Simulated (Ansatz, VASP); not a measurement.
# MgB in VASP and in Ansatz

```
Mg B
1.0
     2.77934    0.00000    0.00000
     0.00000    2.77934    0.00000
     0.00000    0.00000    2.89515
Mg B
1 1
Direct
  0.00000 0.00000 0.00000
  0.50000 0.50000 0.50000
```

The cell was built by a generator and needn't be a form met in nature.

Alike in both runs: task single point; functional PBE; k mesh 8 × 8 × 8; occupations fermi-dirac, width 0.05 eV; no spin polarisation.

|  | VASP | Ansatz |
| --- | --- | --- |
| version | VASP 6.6.1 | Ansatz 0.2.0 |
| potentials or method | VASP PAW PBE potentials, release 64 (Mg, B) | Ansatz PAW |
| plane-wave cutoff (eV) | 520 | 420 |
| valence electrons in the cell | 5 | 13 |

VASP gave:

| Item | Value |
| --- | --- |
| gap on the k mesh at the Fermi level (eV) | none |
| pressure (GPa) | 7.8 |
| largest component of the traceless stress (GPa) | 1.14 |

Question: Estimate Ansatz's values.

Answer: gap on the k mesh at the Fermi level (eV): none; pressure (GPa): 7.9; largest component of the traceless stress (GPa): 1.11.

A gap of «none» marks a metal or a gap that the smearing closes. The two sets of potentials don't hold the same shells in valence.
